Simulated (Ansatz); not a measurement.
Wanted: the native input for an Ansatz 0.2.0 run.

| Item | Value |
| --- | --- |
| Task | band structure |
| Functional | PBEsol |
| Potentials or basis | Ansatz PAW |
| Cutoff | 420 eV (not typed: the program's choice for these potentials) |
| k mesh | 5 × 5 × 6 |
| Occupations | fermi-dirac, width 0.05 eV |
| Spin | no spin polarisation |
| Path | [["G", "X", "S", "Y", "G", "Z", "U", "R", "T", "Z"], ["Y", "T"], ["U", "X"], ["S", "R"]] |
| Points for each segment of the path | 14 |

The system is SnO2.

```
Sn O
1.0
     4.78800    0.00000    0.00000
     0.00000    4.86658    0.00000
     0.00000    0.00000    3.24090
Sn O
2 4
Direct
  0.00000 0.00000 0.00000
  0.50000 0.50000 0.50000
  0.70815 0.67896 0.00000
  0.20814 0.82104 0.50000
  0.79185 0.17896 0.50000
  0.29185 0.32104 0.00000
```

The cell is a database's computed one.

The input as run:

input.yaml

```yaml
crystal:
  lattice:
    - [4.788004, 0.0, 0.0]
    - [0.0, 4.866582, 0.0]
    - [0.0, 0.0, 3.240898]
  atoms:
    - { symbol: Sn, position: [0.0, 0.0, 0.0] }
    - { symbol: Sn, position: [0.5, 0.5, 0.5] }
    - { symbol: O, position: [0.708145, 0.678958, 0.0] }
    - { symbol: O, position: [0.208145, 0.821042, 0.5] }
    - { symbol: O, position: [0.791855, 0.178958, 0.5] }
    - { symbol: O, position: [0.291855, 0.321042, 0.0] }
hamiltonian:
  xc: pbesol
  pseudopotentials: { kind: paw }
kpoints:
  mp_grid: { grid: [5, 5, 6] }
  band_path:
    path:
      - [[0.0, 0.0, 0.0], [0.0, 0.0, 0.5], [0.5, 0.0, 0.5], [0.5, 0.0, 0.0], [0.0, 0.0, 0.0], [0.0, 0.5, 0.0], [0.0, 0.5, 0.5], [0.5, 0.5, 0.5], [0.5, 0.5, 0.0], [0.0, 0.5, 0.0]]
      - [[0.5, 0.0, 0.0], [0.5, 0.5, 0.0]]
      - [[0.0, 0.5, 0.5], [0.0, 0.0, 0.5]]
      - [[0.5, 0.0, 0.5], [0.5, 0.5, 0.5]]
    npoints: 14
scf:
  occupations: { method: fermi_dirac, width: 0.05 }
  n_extra_bands: 15
output:
  forces: true
  stress: true
  eigenvalues: true
  fatbands: false
```

Potentials or basis: Ansatz PAW.

The run is started by

```sh
$ ansatz run input.yaml --threads 2 --pin off --max-ram 5632MiB --backend cpu --events-out ev --progress --plain --runs-dir out
```

It gave:

* Pressure: -6.3 GPa
* Largest force: 0.117 eV/Å
* Band gap on the k mesh: 0.73 eV, direct
* Band gap along the path: 0.72 eV, indirect (least direct gap 0.73 eV)

Caveat: the pressure holds a Pulay correction of +0.9 GPa for the finite cutoff; spin-orbit coupling is left out, which moves the levels of the heavy elements; the PAW data sets come from PBE, with cores solved anew for the run's functional, which leaves a small shift of forces and pressure.

Wall time 11 s on 2 threads of Intel(R) Xeon(R) Processor @ 2.70GHz, with other jobs on the host, peak memory 0.52 GiB.
